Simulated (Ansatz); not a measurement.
# Sn: response to strain

Aim: deform Sn (x and y strained by +2 %, z held) and compute stress, forces and field gradients with LAPW, PAW and all-electron datasets made for the crystal.

Method: DFT PBE, scalar-relativistic, in Ansatz 0.2.0.

## Step 1: The structure to begin with

It takes space group Fd-3m (No. 227, cubic). Conventional cell: a = 6.491 Å, b = 6.491 Å, c = 6.491 Å, α = 90.00°, β = 90.00°, γ = 90.00°. Sn (site symmetry -43m) has 4 Sn at 2.81 Å in its first shell of neighbours.

Structure file:

```cif
data_structure
_symmetry_space_group_name_H-M 'P 1'
_symmetry_Int_Tables_number 1
_cell_length_a 4.5900
_cell_length_b 4.5900
_cell_length_c 4.5900
_cell_angle_alpha 60.000
_cell_angle_beta 60.000
_cell_angle_gamma 60.000
_cell_volume 68.38
loop_
_atom_site_label
_atom_site_type_symbol
_atom_site_fract_x
_atom_site_fract_y
_atom_site_fract_z
_atom_site_occupancy
Sn1 Sn 0.50000 0.50000 0.50000 1
Sn2 Sn 0.75000 0.75000 0.75000 1
```

Atoms are numbered in the order of the input: Sn1, Sn2.

## Step 2: After the deformation

Space group Fd-3m before, I4_1/amd after.

## Step 3: LAPW, all electrons

input.yaml reads:

```yaml
crystal:
  lattice:
    - [0.0, 3.310512, 3.2456]
    - [3.310512, 0.0, 3.2456]
    - [3.310512, 3.310512, 0.0]
  atoms:
    - { symbol: Sn, position: [0.5, 0.5, 0.5] }
    - { symbol: Sn, position: [0.75, 0.75, 0.75] }
kpoints:
  mp_grid: { grid: [9, 9, 9] }
scf:
  occupations: { method: fermi_dirac, width: 0.03 }
hamiltonian:
  xc: pbe
  pseudopotentials: { kind: all_electron, lapw: { basis_error: 0.00025 } }
output:
  forces: true
  stress: true
  eigenvalues: true
```

The run is started by

```console
> ansatz run input.yaml --threads 1 --pin off --max-ram 2048MiB --backend cpu --events-out ev --progress --plain --runs-dir out
```

What it wrote, cut to the lines that bear on the results:

```text
LAPW: plane waves up to 8.645 Å⁻¹, error target 2.5e-4 eV per atom; small_component_spin mean_spin; Sn in spheres of 1.424 Å, 22 of its electrons in bands, Dirac shells []
[...]
Pseudopotentials: kind: all_electron
Pseudopotential: Sn, LAPW, valence charge 22, Koelling and Harmon's equation, gaussian nucleus
Functional definition: PBE
[...]
Crystal: 2 atoms, lattice volume = 71.140 Å³
Basis set: ecut = 284.7212590498108 eV, 749 PW (Γ), exchange–correlation at level 2
Bands: 27, of which v1, the nominal top of the filled ones, is band 22 counted from 1 (21 counted from 0)
Symmetry: 16 space group operations
Space group: I41/amd (ITA 141), of the structure as read, at distance tolerance 4.1e-5 Å
k-points: 75 of 729
[...]
SCF iter   1: F=—  HF=-336178.892655 eV  |F-HF|=—  |Δ(HF+E_count)|=         —  Δρ=1.74e-2  dr2=2.85e-1  ethr=6.42e-4  ⟨swp⟩=2.9  Hψ=13090  notcnv=0
[...]
the basis was enlarged: its passes take 351.5 KiB over the memory plan, 1 of 1 planned eigensolver slots
[...]
SCF iter   9: F=-336178.853884 eV  HF=-336178.853884 eV  |F-HF|=2.25e-8  |Δ(HF+E_count)|=   1.87e-6  Δρ=3.11e-6  dr2=7.87e-9  ethr=4.21e-10  ⟨swp⟩=3.3  Hψ=5953  notcnv=0
[...]
SCF converged after 9 iterations
Free energy (F): -336178.853884 eV
[...]
E sigma→0 (E₀):  -336178.853335 eV
Entropy (-TS):   -0.001098 eV (-0.549 meV/atom)
Fermi energy:    9.520410 eV
[...]
--- Forces (eV/Å), atoms counted from 1 ---
  atom   1  Sn     0.00000000     0.00000000    -0.00000000
  atom   2  Sn    -0.00000000     0.00000000     0.00000000
[...]
--- Stress (GPa, compression-positive) ---
        1.190108       0.000000      -0.000000
        0.000000       1.190108      -0.000000
       -0.000000      -0.000000       1.730154
  P = ⅓ Tr σ = 1.3701 GPa (13.701 kbar)
--- Band table (eV; the first three rows and the last of 75) ---
[...]
```

It took 35 s on 1 thread of Arm Neoverse V2, shared host; peak memory 0.51 GiB.

This run gives: pressure 1.37 GPa; no gap.

## Step 4: Frozen-core PAW

input.yaml, as its differences from that of step 3:

```diff
@@ -14,3 +14,3 @@
   xc: pbe
-  pseudopotentials: { kind: all_electron, lapw: { basis_error: 0.00025 } }
+  pseudopotentials: { kind: paw }
 output:
@@ -19 +19,2 @@
   eigenvalues: true
+  efg: { contact_densities: true }
```

The run is started by

```console
> ansatz run input.yaml --threads 1 --pin off --max-ram 2048MiB --backend cpu --events-out ev --progress --plain --runs-dir out
```

What it wrote, cut to the lines that bear on the results:

```text
Sn: output.efg is read without spin–orbit coupling, which moves field gradients at and beside such atoms by some per cent and up to a factor of two; PAW files take it under magnetization.noncollinear and magnetization.spin_orbit
[...]
Pseudopotentials: kind: paw
Pseudopotential: Sn, paw, valence charge 14, recommended cutoff 420 eV (normal)
[... 1 set-up line as earlier in the session ...]
[...]
Crystal: 2 atoms, lattice volume = 71.140 Å³
Basis set: ecut = 420 eV, 1395 PW (Γ), exchange–correlation on 64×64×64 points (8 copies of the dense FFT grid, shifted against one another)
Bands: 18, of which v1, the nominal top of the filled ones, is band 14 counted from 1 (13 counted from 0)
[... 2 set-up lines as earlier in the session ...]
k-points: 75 of 729
[...]
  atom   1  Sn    -0.00000000    -0.00000000     0.00000000
  atom   2  Sn    -0.00000000    -0.00000000    -0.00000000
[...]
--- Stress (GPa, compression-positive) ---
        1.192005       0.000000      -0.000000
        0.000000       1.192005      -0.000000
       -0.000000      -0.000000       1.732358
  P = ⅓ Tr σ = 1.3721 GPa (13.721 kbar)
--- PAW observables at the nuclei: V_zz in 10²¹ V/m², potentials from the cell's mean, atoms counted from 1 ---
  atom   1  Sn V_zz =    +0.345098   η = 0.0000   by run symmetry: allowed
            electrostatic potential = -8170.431660 V   contact ρ = 1236375.169110 e/Å³
  atom   2  Sn V_zz =    +0.345098   η = 0.0000   by run symmetry: allowed
            electrostatic potential = -8170.431660 V   contact ρ = 1236375.169110 e/Å³
--- Band table (eV; the first three rows and the last of 75) ---
  k-point 0: bands = ["-14.2867", "-14.2797", "-14.2797", "-14.2292", "-14.2268", "-13.9537", "-13.9537", "-13.9491", "-13.9430", "-13.9423", "-3.0122", "6.4133", "7.3714", "7.3714", "7.4966", "9.4299", "9.5105", "9.5105"]
[...]
```

Run time: 5.6 s. Hardware: 1 thread of Arm Neoverse V2, shared host; peak memory 0.4 GiB.

Read from it: pressure 1.37 GPa; no gap; Vzz Sn1 0.35 (η = 0.00) (10²¹ V/m²).

## Step 5: Datasets made for this crystal

input.yaml, as its differences from that of step 4:

```diff
@@ -14,3 +14,3 @@
   xc: pbe
-  pseudopotentials: { kind: paw }
+  pseudopotentials: { kind: all_electron, datasets: crystal }
 output:
```

The run is started by

```console
> ansatz run input.yaml --threads 1 --pin off --max-ram 2048MiB --backend cpu --events-out ev --progress --plain --runs-dir out
```

What it wrote, cut to the lines that bear on the results:

```text
[...]
band count auto-derived: 19 (N_el = 28.0; filled up to band 14; 18 by the electrons, moments and atoms)
Sn: output.efg is read without spin–orbit coupling, which moves field gradients at and beside such atoms by some per cent and up to a factor of two; PAW files take it under magnetization.noncollinear and magnetization.spin_orbit
[...]
[... 1 set-up line as earlier in the session ...]
Pseudopotential: Sn, paw, valence charge 14, recommended cutoff 240 eV (normal), Koelling and Harmon's equation, gaussian nucleus
[... 1 set-up line as earlier in the session ...]
[...]
Crystal: 2 atoms, lattice volume = 71.140 Å³
Basis set: ecut = 240 eV, 601 PW (Γ), exchange–correlation on 48×48×48 points (8 copies of the dense FFT grid, shifted against one another)
Bands: 19, of which v1, the nominal top of the filled ones, is band 14 counted from 1 (13 counted from 0)
[... 1 set-up line as earlier in the session ...]
[...]
  atom   1  Sn     0.00000000     0.00000000     0.00000000
  atom   2  Sn     0.00000000     0.00000000    -0.00000000
[...]
--- Stress (GPa, compression-positive) ---
        1.190741       0.000000      -0.000000
        0.000000       1.190741      -0.000000
       -0.000000      -0.000000       1.730753
  P = ⅓ Tr σ = 1.3707 GPa (13.707 kbar)
--- PAW observables at the nuclei: V_zz in 10²¹ V/m², potentials from the cell's mean, atoms counted from 1 ---
  atom   1  Sn V_zz =    +0.360906   η = 0.0000   by run symmetry: allowed
            electrostatic potential = -8170.385287 V   contact ρ = 1236287.268776 e/Å³
  atom   2  Sn V_zz =    +0.360906   η = 0.0000   by run symmetry: allowed
            electrostatic potential = -8170.385287 V   contact ρ = 1236287.268776 e/Å³
--- Band table (eV; the first three rows and the last of 75) ---
  k-point 0: bands = ["-12.0381", "-12.0307", "-12.0307", "-11.9807", "-11.9778", "-11.7049", "-11.7049", "-11.7004", "-11.6945", "-11.6939", "-0.7611", "8.6639", "9.6226", "9.6226", "9.7479", "11.6811", "11.7616"]
[...]
```

Run time: 9.6 s. Hardware: 1 thread of Arm Neoverse V2, shared host; peak memory 0.43 GiB.

In short: pressure 1.37 GPa; no gap; Vzz Sn1 0.36 (η = 0.00) (10²¹ V/m²).

## Step 6: Side by side

Stress (GPa, compression positive):

```csv
method,xx,yy,zz,yz,xz,xy
LAPW,1.19,1.19,1.73,0.00,0.00,0.00
PAW,1.19,1.19,1.73,0.00,0.00,0.00
crystal datasets,1.19,1.19,1.73,0.00,0.00,0.00
```

| method | pressure (GPa) | Vzz Sn1 (10²¹ V/m²) | SCF cycles, by the record's count | time |
| --- | --- | --- | --- | --- |
| LAPW | 1.37 | – | 9 | 35 s |
| PAW | 1.37 | 0.35 | 6 | 5.6 s |
| crystal datasets | 1.37 | 0.36 | 7 | 9.6 s |

## Step 7: Results

| quantity | value |
| --- | --- |
| pressure | LAPW 1.37, PAW 1.37, crystal datasets 1.37 GPa |
| largest shear or deviatoric stress (LAPW) | 0.36 GPa |

The largest part of the stress beyond the pressure is 0.36 GPa in size, in the zz component; the atoms are carried along and not relaxed. No run of the undeformed cell stands beside it, so pressure and stress hold what the given cell had before the change, as far as its symmetry allows. PAW: stress within 0.01 GPa of LAPW. Crystal datasets: stress within 0.01 GPa of LAPW.
